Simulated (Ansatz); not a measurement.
Runs of Ansatz 0.2.0 on InPd. Symmetry: Pm-3m, No. 221, cubic system. Conventional cell: a = 3.272 Å, b = 3.272 Å, c = 3.272 Å, α = 90.00°, β = 90.00°, γ = 90.00°. Around In (site symmetry m-3m) lie 8 Pd at 2.83 Å. Around Pd (site symmetry m-3m) lie 8 In at 2.83 Å. The cell comes from a database or a generator and needn't be the stable form of this composition.

```csv
level,gap on the mesh (eV),pressure (GPa),relaxed volume (Å³/atom)
revPBE+D3(BJ),none,0.0,17.03
BLYP+D3(BJ),none,0.0,17.41
PBEsol+D4,none,0.0,(b)
revPBE+D4,none,0.0,(a)
RPBE+D4,none,0.0,17.46
```

Alike in all rows: task relaxation of cell and atoms; potentials or basis Ansatz PAW; no spin polarisation; cell relaxed; k mesh 8 × 8 × 8; cutoff (eV) 420; smearing fermi-dirac 0.05 eV.

Estimate the missing entries.

(a) 17.45; (b) 16.81.

Caveats: the plane-wave basis is chosen anew once the cell has moved, so the energies of steps on either side of that aren't comparable; pairwise dispersion overbinds metals, which lowers pressure and volume; the PAW data sets come from PBE, with cores solved anew for the run's functional, which leaves a small shift of forces and pressure.

A k mesh can miss the band edges, and the runs leave out spin-orbit coupling on In, Pd.

A gap of «none» marks a metal or a gap under the smearing width.

Runs at the PBE level aren't shown here.
